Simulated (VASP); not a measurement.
Runs of VASP 6.6.1 on Te. The structure is cubic, space group P4_132 (No. 213). Conventional cell: a = 5.223 Å, b = 5.223 Å, c = 5.223 Å, α = 90.00°, β = 90.00°, γ = 90.00°. Around Te (site symmetry 32) lie 6 Te at 3.20 Å. The cell was built by a generator and needn't be a form met in nature.

```csv
share of exact exchange,gap on the mesh (eV),pressure (GPa)
0.4,0.51,-3.6
0.2,0.34,(b)
0.1,0.26,(a)
0.05,0.22,-0.3
0.5,(c),-4.6
0.15,0.30,-1.2
0.25,0.38,-2.1
0.3,0.42,-2.6
```

Alike in all rows: task single point; level HSE(alpha, omega); potentials or basis VASP PAW PBE potentials, release 64 (Te); no spin polarisation; cell as given; k mesh 3 × 3 × 3; cutoff (eV) 520; smearing fermi-dirac 0.05 eV.

**Question.** Estimate the missing entries.

**Answer.** (a) -0.7; (b) -1.6; (c) 0.60.

Caveats: the PAW data sets were made with another functional, which shifts forces and pressure a little; spin-orbit coupling is left out, which moves the levels of the heavy elements; an odd mesh through Γ misses points on the zone boundary, where band edges often lie.

A k mesh can miss the band edges, and the runs leave out spin-orbit coupling on Te.
